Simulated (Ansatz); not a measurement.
# ZnO (P6_3mc): Mg in place of Zn, part 2 of 2

Aim: put Mg in place of Zn into a supercell of ZnO (P6_3mc) with 64 atoms, relax the atoms and find what it costs and how the neighbours respond.

Ansatz 0.2.0; DFT PBE, scalar-relativistic, plane waves, PAW. The steps go on from the part before.

### 4 More of the same log: Mg_Zn, charge +0, atoms relaxed at the host's cell

The log, continued:

```text
  k-point 2: bands = ["-66.3157", "-33.0813", "-33.0776", "-33.0776", "-11.0299", "-10.8329", "-10.8209", "-10.7294", "-10.7166", "-10.5918", "-10.5888", "-10.5814", "-10.5760", "-10.5635", "-10.4933", "-10.4860", "-10.4738", "-10.4652", "-10.4328", "-10.4223", "-10.3971", "-10.3802", "-10.3763", "-10.3747", "-10.3733", "-10.3666", "-10.3504", "-10.3453", "-10.3247", "-10.3192", "-10.3110", "-10.2768", "-10.2752", "-10.2170", "-10.2146", "-10.2066", "0.8105", "0.8215", "0.8467", "0.8547", "0.8577", "0.8594", "0.8882", "0.8944", "0.9037", "0.9129", "0.9131", "0.9260", "0.9395", "0.9424", "0.9504", "0.9910", "0.9985", "1.0077", "1.0375", "1.0384", "1.0625", "1.0725", "1.1299", "1.1365", "1.1898", "1.2102", "1.2258", "1.2335", "1.2437", "1.2455", "1.2531", "1.2617", "1.2623", "1.2723", "1.2773", "1.2859", "1.2962", "1.3092", "1.3211", "1.3284", "1.3585", "1.3701", "1.3741", "1.3804", "1.3859", "1.3883", "1.3918", "1.3968", "1.3974", "1.4039", "1.4045", "1.4249", "1.4280", "1.4374", "1.4486", "1.4549", "1.4581", "1.4750", "1.4933", "1.4981", "1.5077", "1.5205", "1.5265", "1.5375", "1.5397", "1.5529", "1.5551", "1.5664", "1.5747", "1.5781", "1.5897", "1.6177", "1.6244", "1.6419", "1.6610", "1.6626", "1.6655", "1.6711", "1.6717", "1.6801", "1.6835", "1.7355", "1.7482", "1.7558", "1.8080", "1.8099", "1.8273", "1.8488", "1.8556", "1.8796", "1.8962", "1.9978", "2.0006", "2.0420", "2.0423", "2.0731", "2.1141", "2.1198", "2.1390", "2.1463", "2.1812", "2.2044", "2.2070", "2.2190", "2.2270", "2.2325", "2.2444", "2.2521", "2.2817", "2.2924", "2.3047", "2.3076", "2.3169", "2.3187", "2.3187", "2.3207", "2.3210", "2.3224", "2.3228", "2.3248", "2.3254", "2.3288", "2.3297", "2.3356", "2.3359", "2.3391", "2.3406", "2.3497", "2.3565", "2.3644", "2.3704", "2.3871", "2.3981", "2.4122", "2.4193", "2.4214", "2.4320", "2.4340", "2.4464", "2.4565", "2.4621", "2.4667", "2.4772", "2.4953", "2.5043", "2.5092", "2.5095", "2.5170", "2.5443", "2.5761", "2.5972", "2.5981", "2.6116", "2.6321", "2.6671", "2.6706", "2.6931", "2.7086", "2.8403", "2.8569", "2.8856", "2.8983", "2.9393", "3.0812", "3.1042", "3.1166", "3.1620", "3.2652", "3.2926", "3.2988", "3.3157", "3.3567", "3.3799", "3.4055", "3.4207", "3.4855", "3.5414", "3.5614", "3.9002", "3.9180", "3.9347", "3.9705", "4.0220", "4.0568", "4.0761", "4.0934", "4.1221", "4.1448", "4.2346", "4.2368", "4.2959", "4.3360", "4.3449", "4.3641", "4.4839", "4.5309", "4.5602", "4.5703", "4.5797", "4.7508", "4.8491", "4.8842", "4.8990", "4.9008", "4.9387", "5.0094", "5.2022", "5.2154", "5.2462", "5.3289", "5.3317", "5.3594", "5.3739", "5.3924", "5.3971", "5.4164", "5.4173", "5.4213", "5.4237", "5.4284", "5.4285", "5.4337", "5.4435", "5.4453", "5.4481", "5.4570", "5.4622", "5.4660", "5.4826", "5.4918", "5.4991", "5.6496", "5.6799", "5.7158", "5.7194", "5.7413", "5.7830", "5.7985", "5.7990", "5.8679", "5.9146", "5.9252", "5.9925", "6.1196", "6.1584", "6.1585", "6.1940", "6.2726", "6.2955", "6.4782", "6.5484", "8.4513", "9.8646", "9.9051", "10.5029", "10.5468", "11.3360", "11.3569", "11.3697", "11.3700", "11.4521", "12.0707", "12.0903", "12.3548", "12.3624", "12.4046", "12.4150", "12.5078", "12.6680", "12.6835", "12.6903", "12.7718", "13.0287", "13.0370", "13.0444", "13.1326", "13.5460", "13.6539", "14.1429", "14.1530", "14.1857", "14.2580", "14.2673", "14.2882", "14.2892", "14.3435", "14.7285", "14.7391", "14.7600", "15.0146", "15.0262", "15.0285", "15.0342", "15.0353", "15.0483", "15.0660", "15.0673", "15.0720", "15.1248", "15.1849", "15.2193", "15.2574", "15.3005", "15.3127", "15.3166", "15.7251", "15.9859", "16.0105", "16.0161", "16.1730", "16.2156", "16.2940", "16.3769", "16.3873", "16.3928"]
  k-point 3: bands = ["-66.3157", "-33.0813", "-33.0776", "-33.0776", "-11.0488", "-10.7870", "-10.7821", "-10.7435", "-10.7314", "-10.6700", "-10.5586", "-10.5534", "-10.5507", "-10.5473", "-10.5315", "-10.5268", "-10.4823", "-10.4694", "-10.4376", "-10.4104", "-10.4047", "-10.3941", "-10.3922", "-10.3874", "-10.3580", "-10.3460", "-10.3362", "-10.3183", "-10.3123", "-10.3096", "-10.3046", "-10.2892", "-10.2814", "-10.2261", "-10.2146", "-10.2079", "0.8264", "0.8297", "0.8393", "0.8430", "0.8645", "0.8685", "0.8707", "0.8758", "0.8906", "0.8976", "0.9127", "0.9276", "0.9404", "0.9532", "0.9634", "0.9721", "0.9848", "0.9896", "1.0269", "1.0492", "1.0926", "1.1173", "1.1490", "1.1601", "1.1699", "1.1764", "1.1855", "1.2089", "1.2168", "1.2250", "1.2372", "1.2424", "1.2539", "1.2674", "1.2777", "1.3150", "1.3213", "1.3282", "1.3441", "1.3450", "1.3480", "1.3518", "1.3567", "1.3609", "1.3655", "1.3722", "1.3763", "1.3787", "1.3839", "1.3892", "1.4041", "1.4170", "1.4219", "1.4367", "1.4490", "1.4569", "1.4641", "1.4718", "1.4759", "1.5072", "1.5171", "1.5296", "1.5332", "1.5369", "1.5405", "1.5483", "1.5532", "1.5666", "1.5942", "1.6029", "1.6147", "1.6213", "1.6253", "1.6436", "1.6655", "1.6786", "1.6871", "1.7011", "1.7120", "1.7487", "1.7710", "1.7767", "1.8020", "1.8048", "1.8073", "1.8213", "1.8317", "1.8472", "1.8514", "1.8762", "1.9003", "1.9710", "2.0131", "2.0231", "2.0944", "2.1119", "2.1222", "2.1317", "2.1563", "2.1627", "2.1921", "2.2044", "2.2146", "2.2224", "2.2253", "2.2277", "2.2282", "2.2418", "2.2599", "2.2722", "2.2910", "2.3129", "2.3158", "2.3165", "2.3198", "2.3208", "2.3226", "2.3237", "2.3241", "2.3289", "2.3340", "2.3368", "2.3410", "2.3424", "2.3466", "2.3474", "2.3514", "2.3537", "2.3570", "2.3611", "2.3662", "2.3724", "2.3815", "2.3846", "2.3961", "2.4072", "2.4115", "2.4134", "2.4182", "2.4215", "2.4265", "2.4310", "2.4342", "2.4471", "2.4608", "2.4648", "2.5133", "2.5191", "2.5529", "2.5803", "2.5987", "2.6111", "2.6297", "2.6429", "2.6551", "2.6728", "2.7337", "2.7750", "2.8503", "2.8701", "2.8974", "2.9607", "2.9942", "3.0081", "3.0288", "3.0720", "3.0959", "3.1035", "3.2041", "3.2163", "3.2405", "3.2532", "3.2934", "3.3531", "3.3719", "3.4269", "3.7794", "3.8006", "3.8392", "3.9522", "3.9888", "4.0217", "4.0409", "4.0750", "4.0811", "4.0927", "4.1251", "4.1487", "4.2092", "4.2320", "4.3050", "4.3507", "4.3849", "4.4849", "4.5349", "4.5711", "4.5983", "4.6305", "4.6546", "4.7714", "4.8264", "4.8536", "4.9748", "5.0414", "5.0850", "5.1320", "5.1510", "5.1626", "5.1795", "5.1970", "5.2072", "5.2152", "5.2714", "5.3252", "5.3373", "5.3720", "5.3927", "5.3987", "5.4017", "5.4121", "5.4130", "5.4338", "5.4397", "5.4515", "5.4647", "5.4818", "5.4941", "5.5147", "5.5571", "5.5802", "5.5934", "5.6041", "5.6103", "5.6163", "5.6506", "5.7109", "5.8519", "5.8803", "5.8994", "5.9373", "5.9602", "6.0097", "6.0361", "6.1032", "6.1058", "6.1219", "6.1396", "6.1551", "6.1909", "6.5026", "6.5660", "8.2748", "10.2021", "10.2309", "10.4032", "10.4541", "10.9323", "11.5957", "11.6049", "11.6116", "11.6436", "11.7695", "11.8217", "12.0526", "12.0861", "12.2653", "12.2764", "12.2945", "12.3015", "12.4036", "12.7288", "12.7819", "12.8560", "13.7849", "13.8102", "13.8625", "13.8908", "14.1097", "14.1511", "14.1570", "14.1717", "14.1907", "14.2100", "14.2443", "14.2813", "14.3193", "14.5082", "14.7545", "14.7734", "14.8303", "14.8502", "14.8800", "14.9026", "14.9422", "14.9556", "15.0046", "15.0224", "15.0495", "15.0746", "15.0945", "15.1012", "15.1049", "15.3498", "15.4309", "15.5333", "15.7017", "15.7194", "15.8100", "15.9513", "15.9721", "15.9753", "16.1026", "16.1327", "16.4226", "16.5968"]
--- Relaxed structure (3 steps of the walk, 3 accepted, 0 SCFs on fresh bases) ---
  F+E_penalty+E_count = -122986.30142447 eV   max|allowed force component| = 1.561e-2 eV/Å
  atoms:
    - { symbol: Mg, position: [0.3329901179697129, 0.8746653532082617, 0.7083247647614516] }
    - { symbol: Zn, position: [0.5829715266053486, 0.7495335792842157, 0.8325691513273088] }
    - { symbol: Zn, position: [0.3337732795807694, 0.6249453435584691, 0.4589141925566466] }
    - { symbol: Zn, position: [0.5829715266053486, 0.00040237527803987927, 0.0834379473211329] }
    - { symbol: Zn, position: [0.5837198495533549, 0.5002096438746004, 0.583332278510603] }
    - { symbol: Zn, position: [0.08295390015007531, -0.0005285212559443253, 0.5826008453660838] }
    - { symbol: Zn, position: [0.3335253874815811, 0.37523855175025783, 0.20828683573132345] }
    - { symbol: Zn, position: [0.8331397662874762, 0.8751440556354092, 0.2079957106520671] }
    - { symbol: Zn, position: [0.8349934864274509, 0.3765039815683383, 0.7084895048591127] }
    - { symbol: Zn, position: [0.5837198495533549, 0.2503875710427521, 0.33351020567875467] }
    - { symbol: Zn, position: [0.08295390015007523, 0.7503530547839916, 0.33348242140601975] }
    - { symbol: Zn, position: [0.33377327958076936, 0.1248590870241229, 0.9588279360223008] }
    - { symbol: Zn, position: [0.8336894206130483, 0.6252741833266622, 0.9582864260397508] }
    - { symbol: Zn, position: [0.08373186246410888, 0.2501663429163916, 0.8333584415398282] }
    - { symbol: Zn, position: [0.8336894206130483, 0.1254029945732977, 0.4584152372863862] }
    - { symbol: Zn, position: [0.08373186246410871, 0.5003734209242809, 0.08356551954771739] }
    - { symbol: Zn, position: [0.916870718297473, 0.6259497669168574, 0.5409209513806157] }
    - { symbol: Zn, position: [0.1679747742887865, 0.5003813523295783, 0.6664519011654979] }
    - { symbol: Zn, position: [0.9168839598042458, 0.37522588275485913, 0.291505136016452] }
    - { symbol: Zn, position: [0.16797477428878657, 0.7515228731232889, 0.9175934219592086] }
    - { symbol: Zn, position: [0.1669793493194719, 0.25001867764699204, 0.41666029174859937] }
    - { symbol: Zn, position: [0.6666493303088356, 0.7502988668154007, 0.41660981911922] }
    - { symbol: Zn, position: [0.9167361460290535, 0.12512128083969937, 0.04161486518935398] }
    - { symbol: Zn, position: [0.41688993280928155, 0.6253031249409036, 0.04158680786837808] }
    - { symbol: Zn, position: [0.4180347701138433, 0.12557094919876005, 0.5424638209150834] }
    - { symbol: Zn, position: [0.1669793493194719, 0.0003190575708726845, 0.16696067167247994] }
    - { symbol: Zn, position: [0.6666493303088353, 0.5000395111896154, 0.16635046349343488] }
    - { symbol: Zn, position: [0.9168839598042458, 0.8753788237877939, 0.7916580770493867] }
    - { symbol: Zn, position: [0.41685806663477926, 0.37494193345553517, 0.7916181242572292] }
    - { symbol: Zn, position: [0.6669474050675837, 0.0011678273921589583, 0.6669113741810326] }
    - { symbol: Zn, position: [0.4168580666347791, 0.8752399423775501, 0.29191613317924425] }
    - { symbol: Zn, position: [0.6669474050675839, 0.25003603088655124, 0.915779577675425] }
    - { symbol: O, position: [0.5213452424971309, 0.0629641071426465, 0.7083811353544843] }
    - { symbol: O, position: [0.7728975443420631, 0.9397864479317798, 0.8331380708588757] }
    - { symbol: O, position: [0.5231259826187016, 0.8149517942546213, 0.45871004140978655] }
    - { symbol: O, position: [0.7728975443420631, 0.18975947348318745, 0.08311109641028355] }
    - { symbol: O, position: [0.7730379545031403, 0.689905895478965, 0.5832579939141107] }
    - { symbol: O, position: [0.27319809439083836, 0.18949527450359116, 0.5832773044094546] }
    - { symbol: O, position: [0.5230687843640207, 0.564808166374843, 0.20826061798917775] }
    - { symbol: O, position: [0.02294171896865329, 0.0646775987111273, 0.2082641202575261] }
    - { symbol: O, position: [0.024777014464770722, 0.5664390980641492, 0.7083379164006219] }
    - { symbol: O, position: [0.7730379545031403, 0.4397799605890296, 0.33313205902417525] }
    - { symbol: O, position: [0.2731980943908384, 0.9399207899813841, 0.33370281988724737] }
    - { symbol: O, position: [0.5231259826187016, 0.3144159412089152, 0.9581741883640805] }
    - { symbol: O, position: [0.023202850994595167, 0.8150446145285328, 0.9584748669247845] }
    - { symbol: O, position: [0.2732581801500621, 0.43971629606855445, 0.8333383449186814] }
    - { symbol: O, position: [0.02320285099459518, 0.3147279840698111, 0.45815823646606246] }
    - { symbol: O, position: [0.27325818015006204, 0.6899198352313809, 0.08354188408150777] }
    - { symbol: O, position: [0.10787999783434282, 0.8153529790770644, 0.5425270187572788] }
    - { symbol: O, position: [0.356578933847578, 0.6910133920845687, 0.6668823383144763] }
    - { symbol: O, position: [0.10667980453793574, 0.5651113652699936, 0.29196972669929855] }
    - { symbol: O, position: [0.35657893384757805, 0.939696595533102, 0.9155655417630096] }
    - { symbol: O, position: [0.3565264588230768, 0.4395920402352917, 0.4166625934062043] }
    - { symbol: O, position: [0.8561195889277269, 0.9397241664440033, 0.4164008570151905] }
    - { symbol: O, position: [0.10635898254513743, 0.31472120001897, 0.0416377825261675] }
    - { symbol: O, position: [0.6061296224014967, 0.8148910640065687, 0.04123855839492792] }
    - { symbol: O, position: [0.607221059729071, 0.315130049662903, 0.5420910100661682] }
    - { symbol: O, position: [0.3565264588230767, 0.1898638654168725, 0.16693441858778518] }
    - { symbol: O, position: [0.8561195889277269, 0.6897187319125364, 0.16639542248372358] }
    - { symbol: O, position: [0.1066798045379358, 0.06471007783863747, 0.7915684392679424] }
    - { symbol: O, position: [0.6064396792201288, 0.5645096181234457, 0.7916058056550748] }
    - { symbol: O, position: [0.8568308291434982, 0.19033500357781483, 0.6668350482524036] }
    - { symbol: O, position: [0.6064396792201286, 0.0648338735650541, 0.2919300610966832] }
    - { symbol: O, position: [0.8568308291434982, 0.4399957808910947, 0.9164958255656833] }
```

It took 2.2 min on 8 threads of Arm Neoverse V2, shared host; peak memory 5.2 GiB.

Relaxation path:

| step | energy from step 1 (eV/cell) | largest force component (eV/Å) |
| --- | --- | --- |
| 1 | 0.0000 | 0.1725 |
| 2 | -0.0052 | 0.0934 |
| 3 | -0.0077 | 0.0156 |

Step 1 is the start.

Largest move: O33, 0.02 Å.

Result: free energy -122986.301 eV, gap on the mesh 1.71 eV.

Density in a lattice plane of the grid's cell (edges 10.16 and 10.16 Å, at 0.708 of the third edge), which holds Mg and Zn and O.

Ten even steps from ' ' (0.03 e/Å³) to '@' (22.14 e/Å³):
```
                                                
              ..%%==                            
              ==%%..                            
                                                
                  ....                          
                  ::..                          
                                                
..::..                                          
::::      ::                                    
        --::                                    
                                                
                                      ..@@==    
                                      ==@@..    
                                                
                                            ..  
                                        ..::..  
                                                
                        ..::                    
                        ::::    ..::            
                                --::            
```
Columns run along the first of these edges and rows up along the second, over one cell in 24 and 20 even steps from the bottom left corner. Atoms in the plane (fractional): Mg at (0.33, 0.87), Zn at (0.83, 0.38), O at (0.52, 0.06), O at (0.02, 0.57).

ELF in the same plane.

Ten even steps from ' ' (0.00) to '@' (0.86):
```
++++--..        ..::..++**::........::..  ....::
....      ..  ==--==..      ....::==--....::....
            ..==----  ..      ::----............
              ::..==%%**::    ......  ..........
              --%%@@@@%%::....      ....::::::  
..::--::    ::##@@%%@@++......      ..----::    
**%%%%**....::**@@@@##........::..  ......    ..
@@##@@**......::====..  ..==**==....        ::##
++##@@::    ......    ..++%%%%==....      ..++@@
@@%%::..    ....      --##%%##::..      ....==@@
==::............  ....::++++::..    ..........--
    ....::----....::........      ....      ....
      ::----............          ....      ....
::    ......  ..........          ..::....--****
::....      ....::::::              ..::**@@@@%%
......      ..----::    ..::::..    ..**@@%%@@++
......::..  ......    ::++%%%%++..  ::**@@@@**..
..==**==....        ::##@@##@@**......::====..  
++%%%%==....      ..**@@++**%%::    ......    ..
##%%##::..        ..##@@@@%%::..    ....      --
```
Columns run along the first of these edges and rows up along the second, over one cell in 24 and 20 even steps from the bottom left corner. Atoms in the plane (fractional): Mg at (0.33, 0.87), Zn at (0.83, 0.38), O at (0.52, 0.06), O at (0.02, 0.57).

Both are smooth fields of the valence electrons: close to the nuclei they are not physical.

Outside the cores ELF peaks at 0.87 on the O–Mg line, 0.7 Å from O; 0.86 in the shell around O, 0.6 Å from O.

### 5 The neighbours

| state | neighbours of the first change (round the atom where it ends) | largest move from the ideal sites (Å) | cell moment (μB) | gap on the mesh (eV) |
| --- | --- | --- | --- | --- |
| ideal sites | 3 O at 2.00, 1 O at 2.01 Å |  | 0.00 |  |
| charge 0 | 4 O at 1.99 Å | 0.02 | 0.00 | 1.71 |

### 6 Summary of results

This closing draws on all 2 parts.

| quantity | value |
| --- | --- |
| formation energy, neutral | -2.44 eV |
| largest move, neutral | 0.02 Å |

**Reading.** With atoms taken from and given to the elements' standard states, the neutral defect gains 2.44 eV; that is one limit of the chemical potentials, and it holds no correction for gases. A gain means that this limit lies outside the range in which the host is stable, or that the atom binds strongly. In the neutral cell the 4 nearest neighbours move in by 0.01 Å on average. A cell of 64 atoms is small: the defect feels its images, and no test of size was made.
